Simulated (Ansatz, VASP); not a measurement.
# TaN (TaN strained to the junction's net) in two plane-wave programs

One calculation is typed for both programs; each brings its own data sets. How far apart do they land? The cell is generated by rule, not measured, and may not be a known phase. The structure shown is the end of the Ansatz relaxation below.

Calculated with Ansatz 0.2.0; plane waves, with VASP 6.6.1 beside it; single point at PBE.

## 1. The starting structure

The structure is trigonal, space group R-3m (No. 166). Conventional cell: a = 3.217 Å, b = 3.217 Å, c = 7.371 Å, α = 90.00°, β = 90.00°, γ = 120.00°. Ta has 6 N at 2.23 Å nearest. Nearest to N lie 6 Ta at 2.23 Å. Farther neighbours and most contacts between anions are not listed.

As a file:

```cif
data_structure
_symmetry_space_group_name_H-M 'R-3m:H'
_symmetry_Int_Tables_number 166
_cell_length_a 3.2170
_cell_length_b 3.2170
_cell_length_c 7.3711
_cell_angle_alpha 90.000
_cell_angle_beta 90.000
_cell_angle_gamma 120.000
_cell_volume 66.06
loop_
_atom_site_label
_atom_site_type_symbol
_atom_site_symmetry_multiplicity
_atom_site_Wyckoff_symbol
_atom_site_fract_x
_atom_site_fract_y
_atom_site_fract_z
_atom_site_occupancy
Ta1 Ta 3 a 0.00000 0.00000 0.00000 1
N1 N 3 b 0.33333 0.66667 0.16667 1
```

## 2. Ansatz: relaxation, PBE

Ansatz runs on its default PAW (the set named soft_2) files.

This run makes the geometry at which the two programs are then compared.

Contents of input.yaml:

```yaml
crystal:
  lattice:
    - [3.217, 0.0, 0.0]
    - [-1.6085, 2.786003724, 0.0]
    - [0.0, 0.0, 7.4986238163]
  atoms:
    - { symbol: Ta, position: [0.0, 0.0, 0.0] }
    - { symbol: "N", position: [0.3333333333, 0.6666666667, 0.1666666667] }
    - { symbol: Ta, position: [0.6666666667, 0.3333333333, 0.3333333333] }
    - { symbol: "N", position: [0.0, 0.0, 0.5] }
    - { symbol: Ta, position: [0.3333333333, 0.6666666667, 0.6666666667] }
    - { symbol: "N", position: [0.6666666667, 0.3333333333, 0.8333333333] }
kpoints:
  mp_grid: { grid: [12, 12, 4] }
scf:
  occupations: { method: fermi_dirac, width: 0.1 }
  max_iter: 150
hamiltonian:
  xc: pbe
relax:
  f_tol: 0.01
  max_steps: 40
  cell: { fix: [a, b, angles] }
```

Run with:

```sh
ansatz run input.yaml --threads 4 --pin off --max-ram 12288MiB --backend cpu --events-out ev --progress --plain --runs-dir out
```

Numbers of over 12 decimals in the logs are rounded to 6 here.

The program printed:

```text
Engine: ansatz 0.2.0, aarch64-unknown-linux-gnu
Pseudopotentials: kind: paw
Pseudopotential: Ta, paw, valence charge 13, recommended cutoff 420 eV (normal), Ta.paw.azcp
Pseudopotential: N, paw, valence charge 5, recommended cutoff 420 eV (normal), N.paw.azcp
Functional definition: PBE
  parameter kappa = 0.804
  parameter beta = 0.066725
  exchange = pbe_x(kappa = kappa, mu = beta*pi^2/3)
  correlation = pbe_c(beta = beta)
Crystal: 6 atoms, lattice volume = 67.207 Å³
Basis set: ecut = 420 eV, 1345 PW (Γ), exchange–correlation on 48×48×108 points (8 copies of the dense FFT grid, shifted against one another)
Bands: 33, of which v1, the nominal top of the filled ones, is band 27 counted from 1 (26 counted from 0)
Symmetry: 36 space group operations
Space group: R-3m (ITA 166), of the structure as read, at distance tolerance 4.1e-5 Å
k-points: 69 of 576
Non-local potential: Ta, projectors of the file, l = 0: 3, l = 1: 2, l = 2: 2, l = 3: 1
Non-local potential: N, projectors of the file, l = 0: 2, l = 1: 2, l = 2: 1
PAW form: soft (Blöchl's): semilocal exchange-correlation on the pseudo side does not see the compensation charge
PAW one-centre angular grid: Ta, 590 points (default); XC on 64 Gauss nodes
PAW one-centre angular grid: N, 110 points (default); XC on 64 Gauss nodes
Initial density: superposition of atomic densities (neutral atoms: chi_scale 0, normalization atom), corrected by the library's trained network
Initial wavefunctions: pseudopotential atomic-orbital guess
Functional: x = pbe(κ = 0.804, μ = 0.219515), c = pbe(β = 0.066725)
SCF iter   1: F=—  HF=-30953.659395 eV  |F-HF|=—  |Δ(HF+E_count)|=         —  Δρ=2.25e-3  dr2=1.39e-3  ethr=1.77e-3  ⟨swp⟩=5.5  Hψ=20094  notcnv=0  defer=14
automatic band count: the SCF goes on with 39 bands, as 33 were too few: the levels above may hold too much charge
preconditioner: auto → Kerker (q_TF=auto, 2.631 Å⁻¹)  [metal: Δε(μ)=0.002 eV  Ē_g=10.530 eV  σ=0.100 eV  W_gap=0.00  n_scr=24 (ndim 8)  ℏωp=24.8 eV  f_vac=0.000  D(μ)=2.67/eV (n_scr^D=24)]
SCF iter   2: F=—  HF=-30953.659384 eV  |F-HF|=—  |Δ(HF+E_count)|=   1.08e-5  Δρ=1.36e-3  dr2=6.16e-4  ethr=2.58e-6  ⟨swp⟩=2.0  Hψ=5091  notcnv=0  defer=12
SCF iter   3: F=—  HF=-30953.659671 eV  |F-HF|=—  |Δ(HF+E_count)|=   2.87e-4  Δρ=2.37e-4  dr2=2.51e-5  ethr=1.14e-6  ⟨swp⟩=2.0  Hψ=3470  notcnv=0  defer=12
SCF iter   4: F=—  HF=-30953.659705 eV  |F-HF|=—  |Δ(HF+E_count)|=   3.42e-5  Δρ=8.34e-5  dr2=3.43e-6  ethr=4.65e-8  ⟨swp⟩=2.2  Hψ=3385  notcnv=0  defer=12
iter 5 did not close the SCF: its close was put off for the readings that it lacked (scf_convergence_deferred on its scf_iter line)
SCF iter   5: F=-30953.659705 eV  HF=-30953.659705 eV  |F-HF|=1.24e-8  |Δ(HF+E_count)|=   5.44e-9  Δρ=1.26e-5  dr2=6.92e-8  ethr=6.34e-9  ⟨swp⟩=2.8  Hψ=4584  notcnv=0  defer=12
SCF iter   6: F=-30953.659705 eV  HF=-30953.659705 eV  |F-HF|=4.18e-10  |Δ(HF+E_count)|=   2.15e-8  Δρ=2.18e-6  dr2=1.38e-9  ethr=1.28e-10  ⟨swp⟩=2.0  Hψ=9182  notcnv=0
SCF 1 converged in 6 iterations: F = -30953.659705 eV  dr2 = 1.38e-9
  greatest PAW one-centre occupation: 0.999 electrons in one spin orbital (limit 2), on the Ta atom at site 4 (counted from 0), in its partial waves of l = 0
relax step   1: F+E_penalty+E_count = -30953.65970507 eV  Δ(F+E_penalty+E_count) = +0.000e0 eV  max|allowed force component| = 3.357e-27 eV/Å  Δτ_max = 0.0000 Å  P = -11.554 GPa  Ω = 67.207 Å³  fix = [a, b, alpha, beta, gamma]  reactions: a -13.822, b -13.822 GPa  (6 SCF iters, dr2 threshold 1.00e-7 eV, accepted)
[...]
relax step   5: F+E_penalty+E_count = -30953.68505788 eV  Δ(F+E_penalty+E_count) = +2.840e-3 eV  max|allowed force component| = 4.221e-26 eV/Å  Δτ_max = 0.0000 Å  P = -6.593 GPa  Ω = 66.084 Å³  fix = [a, b, alpha, beta, gamma]  reactions: a -9.824, b -9.824 GPa  stress off target by 1.31e-1 GPa on what of the cell is left free  SCF on the basis re-selected at this cell (its energy is not comparable with the rows above)  (8 SCF iters)
[...]
relax step   6: F+E_penalty+E_count = -30953.68512756 eV  Δ(F+E_penalty+E_count) = -6.968e-5 eV  max|allowed force component| = 6.952e-26 eV/Å  Δτ_max = 0.0000 Å  P = -6.497 GPa  Ω = 66.064 Å³  energy of the carried Pulay correction = +6.134e-5 eV  fix = [a, b, alpha, beta, gamma]  reactions: a -9.746, b -9.746 GPa  (6 SCF iters, dr2 threshold 4.29e-8 eV, accepted)
[...]
relax step   7: F+E_penalty+E_count = -30953.68508782 eV  Δ(F+E_penalty+E_count) = +3.975e-5 eV  max|allowed force component| = 6.913e-26 eV/Å  Δτ_max = 0.0000 Å  P = -6.498 GPa  Ω = 66.064 Å³  fix = [a, b, alpha, beta, gamma]  reactions: a -9.746, b -9.746 GPa  stress off target by 1.75e-3 GPa on what of the cell is left free  SCF on the basis re-selected at this cell (its energy is not comparable with the rows above)  (7 SCF iters)
basis re-selected at this cell: Δ(F+E_penalty+E_count) = +3.975e-5 eV, ΔP = -0.001 GPa vs the last step (what re-selecting the basis moved, of the pressure what is left beyond the Pulay correction that the steps carried, after the strain that the cell walked since its last selection, with what the two solves' SCF thresholds leave and, on support functions, any second-order correction that the steps lacked; it is no m [...]
SCF converged after 7 iterations
Free energy (F): -30953.685088 eV
Harris-Foulkes:  -30953.685088 eV  (|F-HF|=1.82e-11)
Internal energy: -30953.594548 eV  (E = F + TS)
E sigma→0 (E₀):  -30953.639818 eV
Entropy (-TS):   -0.090540 eV (-15.090 meV/atom)
Fermi energy:    20.873017 eV
--- Per-component energies (eV) ---
  E_band       = -171.863829
  E_kinetic    = 1496.323236
  E_local      = -1819.746017  (includes V_loc(G=0)·N_el)
  E_nonlocal   = 178.623113
  E_hartree    = 607.529219
  E_xc         = -838.407508
  E_vxc        = -845.316132  (∫ρ·V_xc dr)
  E_paw        = -25571.896736  (= ΣΔE_a)
  E_vpaw       = -396.807108  (= ΣTr[D̂ρ^β])
  E_aug_tail   = 0.000644  (compensation charges beyond the density's cutoff)
  E_ewald      = -5006.020500
  E_smearing   = -0.090540  (= −TS)
  E_closure    = 0.000000  (closes the sum)
  Σ components = -30953.685088   (vs F -30953.685088, Δ=0.00e0)
--- Forces (eV/Å), atoms counted from 1 ---
  atom   1  Ta     0.00000000     0.00000000     0.00000000
  atom   2  N      0.00000000     0.00000000     0.00000000
  atom   3  Ta     0.00000000    -0.00000000     0.00000000
  atom   4  N     -0.00000000     0.00000000     0.00000000
  atom   5  Ta     0.00000000     0.00000000     0.00000000
  atom   6  N      0.00000000     0.00000000     0.00000000
  max |Σ_I F_I| component: 8.40e-26 eV/Å
--- Stress (GPa, compression-positive) ---
       -9.746188       0.000000      -0.000000
        0.000000      -9.746188      -0.000000
       -0.000000      -0.000000      -0.001751
  P = ⅓ Tr σ = -6.4980 GPa (-64.980 kbar)
--- Relaxed structure (5 steps of the walk, 5 accepted, 2 SCFs on fresh bases) ---
  F+E_penalty+E_count = -30953.68508782 eV   max|allowed force component| = 6.913e-26 eV/Å   (the final SCF, on the basis selected at the relaxed cell)
  cell:  # Å, volume = 66.0637 Å³
    - [3.217000, 0, 0]
    - [-1.608500, 2.786004, 0]
    - [0, 0, 7.371059]
  atoms:
    - { symbol: Ta, position: [0, 0, 0] }
    - { symbol: N, position: [0.333333, 0.666667, 0.166667] }
    - { symbol: Ta, position: [0.666667, 0.333333, 0.333333] }
    - { symbol: N, position: [0, 0, 0.5] }
    - { symbol: Ta, position: [0.333333, 0.666667, 0.666667] }
    - { symbol: N, position: [0.666667, 0.333333, 0.833333] }
```

## 3. VASP: single point, PBE

The same cell, functional, mesh and smearing now go to VASP, with its own data sets.

Lines of VASP's logs that name or quote its potential files are left out, and so is its time.

Contents of INCAR:

```
SYSTEM = TaN
PREC = Accurate
ENCUT = 600
EDIFF = 1E-06
NELM = 120
ISMEAR = -1
SIGMA = 0.1
LREAL = .FALSE.
ALGO = Normal
GGA = PE
NBANDS = 30
LASPH = .TRUE.
LORBIT = 11
LWAVE = .FALSE.
LCHARG = .FALSE.
ISIF = 2
GGA_COMPAT = .FALSE.
KPAR = 2
```

Contents of POSCAR:

```
TaN
1.0
    3.2170000000      0.0000000000      0.0000000000
   -1.6085000000      2.7860037240      0.0000000000
    0.0000000000      0.0000000000      7.3710591757
Ta N
3 3
Direct
    0.0000000000      0.0000000000      0.0000000000
    0.6666666667      0.3333333333      0.3333333333
    0.3333333333      0.6666666667      0.6666666667
    0.3333333333      0.6666666667      0.1666666667
    0.0000000000      0.0000000000      0.5000000000
    0.6666666667      0.3333333333      0.8333333333
```

Contents of KPOINTS:

```
Automatic mesh
0
Gamma
12 12 4
0 0 0
```

Potentials, in the order of the species: Ta_pv and N (PBE family, release 64).

Run with:

```sh
mpirun -np 2 vasp_std
```

The program printed:

```text
[banner, memory and clock lines left out]
running    2 mpi-ranks, on    1 nodes
 distrk:  each k-point on    1 cores,    2 groups
 distr:  one band on    1 cores,    1 groups

 POSCAR found type information on POSCAR TaN
 POSCAR found :  2 types and       6 ions
 LDA part: xc-table for (Slater+PW92), standard interpolation
 POSCAR, INCAR and KPOINTS ok, starting setup
 FFT: planning ... GRIDC
 FFT: planning ... GRID_SOFT
 FFT: planning ... GRID
 WAVECAR not read
 entering main loop
       N       E                     dE             d eps       ncg     rms          rms(c)
DAV:   1     0.477372449603E+03    0.47737E+03   -0.28750E+04  4140   0.188E+03
DAV:   2    -0.416937543551E+02   -0.51907E+03   -0.50221E+03  4736   0.518E+02
DAV:   3    -0.737210573950E+02   -0.32027E+02   -0.31017E+02  5192   0.120E+02
DAV:   4    -0.745240258859E+02   -0.80297E+00   -0.78207E+00  5326   0.168E+01
DAV:   5    -0.745445672509E+02   -0.20541E-01   -0.20453E-01  5276   0.199E+00    0.387E+01
DAV:   6    -0.657246999620E+02    0.88199E+01   -0.54372E+01  5200   0.404E+01    0.171E+01
DAV:   7    -0.654928325917E+02    0.23187E+00   -0.27071E+00  4980   0.909E+00    0.900E+00
DAV:   8    -0.654388619420E+02    0.53971E-01   -0.29135E-01  4944   0.368E+00    0.800E-01
DAV:   9    -0.654274786696E+02    0.11383E-01   -0.62702E-02  5184   0.117E+00    0.234E-01
DAV:  10    -0.654275619066E+02   -0.83237E-04   -0.55704E-03  5284   0.550E-01    0.114E-01
DAV:  11    -0.654272740761E+02    0.28783E-03   -0.10180E-03  5182   0.181E-01    0.264E-02
DAV:  12    -0.654272715207E+02    0.25553E-05   -0.10411E-04  5394   0.575E-02    0.494E-03
DAV:  13    -0.654272712611E+02    0.25963E-06   -0.12069E-06  3594   0.780E-03
   1 F= -.65427271E+02 E0= -.65381802E+02  d E =-.909382E-01
```

From OUTCAR (step 3):

```text
ion  position               nearest neighbor table
   1  0.000  0.000  0.000-   4 2.23   6 2.23   6 2.23   4 2.23   6 2.23   4 2.23   2 3.08   3 3.08
                             3 3.08   2 3.08   2 3.08   3 3.08
   2  0.667  0.333  0.333-   4 2.23   4 2.23   5 2.23   4 2.23   5 2.23   5 2.23   1 3.08   1 3.08
                             1 3.08   3 3.08   3 3.08   3 3.08
   3  0.333  0.667  0.667-   6 2.23   6 2.23   5 2.23   6 2.23   5 2.23   5 2.23   1 3.08   1 3.08
                             1 3.08   2 3.08   2 3.08   2 3.08
   4  0.333  0.667  0.167-   2 2.23   2 2.23   1 2.23   2 2.23   1 2.23   1 2.23
   5  0.000  0.000  0.500-   2 2.23   3 2.23   2 2.23   3 2.23   2 2.23   3 2.23
   6  0.667  0.333  0.833-   3 2.23   3 2.23   1 2.23   3 2.23   1 2.23   1 2.23

  LATTYP: Found a hexagonal cell.
 ALAT       =     3.2170000000
 C/A-ratio  =     2.2912835486

 Subroutine GETGRP returns: Found 12 space group operations
 (whereof 12 operations were pure point group operations)

The static configuration has the point symmetry D_3d.

 Found     69 irreducible k-points:

   k-points           NKPTS =     69   k-points in BZ     NKDIM =     69   number of bands    NBANDS=     30

   dimension x,y,z NGX =    28 NGY =   28 NGZ =   60
   dimension x,y,z NGXF=    56 NGYF=   56 NGZF=  120

   ENCUT  =  600.0 eV  44.10 Ry    6.64 a.u.   6.43  6.43 14.72*2*pi/ulx,y,z

   NELECT =      48.0000    total number of electrons

 k-points in reciprocal lattice and weights: Automatic mesh
   0.00000000  0.00000000  0.00000000       0.002
   0.08333333 -0.00000000  0.00000000       0.010
   0.16666667 -0.00000000  0.00000000       0.010
   0.25000000  0.00000000  0.00000000       0.010
   0.33333333  0.00000000  0.00000000       0.010
   0.41666667  0.00000000  0.00000000       0.010
   0.50000000  0.00000000  0.00000000       0.005
   0.08333333  0.08333333  0.00000000       0.010
   0.16666667  0.08333333  0.00000000       0.021
[...]
0.33333333  0.25000000  0.50000000       0.021
   0.33333333  0.33333333  0.50000000       0.003

 average (electrostatic) potential at core
       1 -35.3182       2 -35.3182       3 -35.3182       4 -61.5575       5 -61.5575
       6 -61.5575

 E-fermi :   9.1237

 k-point     1 :       0.0000    0.0000    0.0000
  band No.  band energies     occupation
    ...
     22       6.7636      2.00000
     23       6.7636      2.00000
     24       7.7194      2.00000
     25       9.0762      1.23311
     26       9.0762      1.23311
     27       9.2692      0.37851
     28       9.2692      0.37851
     29       9.7855      0.00267
     30       9.7855      0.00267

 k-point     2 :       0.0833   -0.0000    0.0000
  band No.  band energies     occupation
    ...
     22       7.0360      2.00000
     23       7.1822      2.00000
     24       7.9975      1.99997
     25       8.2049      1.99980
     26       8.8008      1.92383
     27       9.3456      0.19618
     28       9.5659      0.02373
     29       9.9539      0.00050
     30      10.2720      0.00002

 k-point     3 :       0.1667   -0.0000    0.0000
  band No.  band energies     occupation
    ...
     23       7.2710      2.00000
     24       7.9478      1.99998
     25       8.6356      1.98494
     26       8.9777      1.62305
     27       9.1900      0.68018
     28      10.3601      0.00001
     29      11.0307      0.00000
     30      11.1992      0.00000

  Total       -3.7730365     -3.7730365      0.2241783      0.0000000      0.0000000      0.0000000
  in kB      -91.5037585    -91.5037585      5.4367756      0.0000000      0.0000000      0.0000000
  external PRESSURE =     -59.1902471 kB  Pullay stress =       0.0000000 kB

  energy-cutoff  :      600.00
  volume of cell :       66.06
      direct lattice vectors                 reciprocal lattice vectors
     3.217000000  0.000000000  0.000000000     0.310848617  0.179468533  0.000000000
    -1.608500000  2.786003724  0.000000000     0.000000000  0.358937065  0.000000000
     0.000000000  0.000000000  7.371059176     0.000000000  0.000000000  0.135665713

 POSITION                                       TOTAL-FORCE (eV/Angst)
 -----------------------------------------------------------------------------------
      0.00000      0.00000      0.00000         0.000000      0.000000      0.000000
      1.60850      0.92867      2.45702         0.000000     -0.000000      0.000000
     -0.00000      1.85734      4.91404         0.000000      0.000000      0.000000
     -0.00000      1.85734      1.22851        -0.000000      0.000000      0.000000
      0.00000      0.00000      3.68553        -0.000000      0.000000      0.000000
      1.60850      0.92867      6.14255         0.000000     -0.000000     -0.000000
 -----------------------------------------------------------------------------------
    total drift:                               -0.000000      0.000000      0.000000

  FREE ENERGIE OF THE ION-ELECTRON SYSTEM (eV)
  ---------------------------------------------------
  free  energy   TOTEN  =       -65.4272712611 eV

  energy  without entropy=      -65.3363330364  energy(sigma->0) =      -65.38180215

 total charge
# of ion       s       p       d       tot
------------------------------------------
    1        0.268   6.202   2.399   8.868
    2        0.268   6.202   2.399   8.868
    3        0.268   6.202   2.399   8.868
    4        1.225   2.504   0.000   3.729
    5        1.225   2.504   0.000   3.729
    6        1.225   2.504   0.000   3.729
--------------------------------------------------
tot          4.478  26.118   7.197  37.793

[... 3 further parts left out ...]
```

The run ends at a pressure of -5.92 GPa.

## 4. Comparison

Known differences besides the potentials themselves: the data sets hold 54 valence electrons in Ansatz (on its default PAW (the set named soft_2) files) and 48 in VASP; the cutoff is 420 eV in Ansatz and 600 eV in VASP; Ansatz's pressure holds a Pulay correction, VASP's none. Total energies have different zeros and are not compared.

Compared:

| quantity | Ansatz | VASP | difference |
| --- | --- | --- | --- |
| pressure (GPa) | -6.50 | -5.92 | -0.58 |

## 5. Summary of results

| Quantity | Value |
| --- | --- |
| difference in pressure (single point, PBE) | -0.58 GPa |

The difference in pressure is -0.58 GPa (single point, PBE), within the 1 GPa picked in this series as the mark of a large difference. The data sets hold unlike numbers of valence electrons (54 in Ansatz and 48 in VASP), so part of the differences comes from the potentials. How closely two codes agree says nothing of how well the functional describes the real material.

[Lines on the potential files, build, host, timing and source positions are cut from VASP's logs without a mark.]

[Logs are printed without paths, hosts, clocks, repeated set-up lines and the standing remarks that a program may print on its own settings, such as how far it seeks lower states.]

[Hosts, paths, dates, database ids (printed as entryN), source tags and the programs' standing remarks are cut or masked in the printed files.]
